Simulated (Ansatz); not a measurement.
**CO₂: distorted cells**

The calculation used DFT PBE, scalar-relativistic, plane waves, PAW in Ansatz.

Plane waves to 420 eV, a k mesh through Γ of 6×6×4 on the computed 6-atom cell and Gaussian smearing (0.02 eV); no spin polarisation.

Reference cell:

```
CELL_PARAMETERS angstrom
2.63591 -2.38738 0.00000
2.63591 2.38738 0.00000
0.00000 0.00000 6.58717
ATOMIC_POSITIONS crystal
C 0.00000 0.00000 0.00000
C 0.50000 0.50000 0.50000
O 0.80651 0.19349 0.89184
O 0.19349 0.80651 0.10816
O 0.69349 0.30651 0.39184
O 0.30651 0.69349 0.60816
```

Each variant moves atoms of this cell by the vectors given, if any (Å), and then applies a symmetric strain (tensor components, Cartesian axes). The reference cell isn't relaxed at this level. Energies are per atom at zero smearing, counted from the lowest variant. Pressure is positive in compression.

1. strain (xx yy zz yz xz xy, %) 5.86 3.12 -1.51 0.00 0.00 0.00; moves: O3 (0.000, -0.228, -0.204); O4 (0.000, 0.228, 0.204); O5 (0.000, 0.228, -0.204); O6 (0.000, -0.228, 0.204)
2. strain (xx yy zz yz xz xy, %) -0.73 5.59 4.94 0.00 0.00 0.00; moves: C1 (0.000, -0.171, 0.101); C2 (0.000, 0.171, 0.101); O3 (0.000, 0.238, -0.255); O4 (0.000, -0.052, 0.155); O5 (0.000, -0.238, -0.255); O6 (0.000, 0.052, 0.155)
3. strain (xx yy zz yz xz xy, %) -2.41 -0.88 -2.35 0.00 0.00 0.00; moves: O3 (0.000, 0.037, -0.002); O4 (0.000, -0.037, 0.002); O5 (0.000, -0.037, -0.002); O6 (0.000, 0.037, 0.002)
4. strain (xx yy zz yz xz xy, %) -3.37 -3.35 -0.45 -6.00 0.00 0.00; moves: C1 (0.031, 0.000, 0.000); C2 (0.276, 0.000, 0.000); O3 (-0.041, -0.020, -0.009); O4 (-0.041, 0.020, 0.009); O5 (-0.112, -0.039, 0.112); O6 (-0.112, 0.039, -0.112)
5. strain (xx yy zz yz xz xy, %) -2.48 -4.28 -3.08 0.00 0.00 0.00; moves: O3 (0.000, -0.183, 0.019); O4 (0.000, 0.183, -0.019); O5 (0.000, 0.183, 0.019); O6 (0.000, -0.183, -0.019)
6. no strain; moves: O6 (0.363, -0.057, 0.076)
7. strain (xx yy zz yz xz xy, %) 2.64 3.64 3.41 0.00 0.00 -1.00; moves: C1 (-0.021, -0.006, 0.126); C2 (-0.021, -0.006, -0.126); O3 (0.002, -0.037, -0.098); O4 (0.019, 0.042, 0.021); O5 (0.019, 0.042, -0.021); O6 (0.002, -0.037, 0.098)
8. strain (xx yy zz yz xz xy, %) -2.70 -2.32 -1.01 0.00 0.00 0.00; moves: O3 (0.000, 0.012, 0.035); O4 (0.000, -0.012, -0.035); O5 (0.000, -0.012, 0.035); O6 (0.000, 0.012, -0.035)
9. strain (xx yy zz yz xz xy, %) 0.20 0.52 -1.14 0.00 0.00 0.00; moves: O3 (0.000, -0.015, 0.122); O4 (0.000, 0.015, -0.122); O5 (0.000, 0.015, 0.122); O6 (0.000, -0.015, -0.122)
10. strain (xx yy zz yz xz xy, %) 1.59 -1.85 8.87 0.00 0.00 0.00; moves: O3 (0.000, 0.002, 0.037); O4 (0.000, -0.002, -0.037); O5 (0.000, -0.002, 0.037); O6 (0.000, 0.002, -0.037)
11. strain (xx yy zz yz xz xy, %) 3.45 5.66 2.04 0.55 2.00 -0.77; moves: C1 (0.020, -0.063, -0.014); C2 (0.065, 0.127, -0.055); O3 (0.005, -0.134, 0.144); O4 (0.120, 0.068, -0.027); O5 (-0.110, -0.043, -0.128); O6 (-0.100, 0.044, 0.081)
12. strain (xx yy zz yz xz xy, %) 0.08 -0.93 1.05 0.00 0.00 0.00; moves: O3 (0.000, -0.070, 0.100); O4 (0.000, 0.070, -0.100); O5 (0.000, 0.070, 0.100); O6 (0.000, -0.070, -0.100)

```csv
variant,ΔE (meV/atom),P (GPa),largest force (eV/Å),gap on mesh (eV),space group
1,26.1,6.49,1.59,6.61,Cmce
2,1736.8,-18.79,7.18,1.07,Cmc2_1
3,29.2,-0.81,1.29,6.51,Cmce
4,345.6,12.58,9.93,4.10,C2
5,2021.9,110.88,39.08,8.26,Cmce
6,73.7,-0.61,4.98,5.33,P1
7,404.2,-3.69,15.42,5.00,Pc
8,67.6,15.18,3.94,7.00,Cmce
9,304.5,34.08,11.53,7.26,Cmce
10,0.0,1.22,0.03,6.63,Cmce
11,570.4,2.75,16.07,3.80,P1
12,674.7,52.52,19.00,7.57,Cmce
```

Each cell of CO2 holds molecules, and where no dispersion correction was added their binding is poorly described. Some atoms are far too close here, so the PAW spheres overlap strongly and the numbers are rough.

This form isn't the usual stable structure of the compound.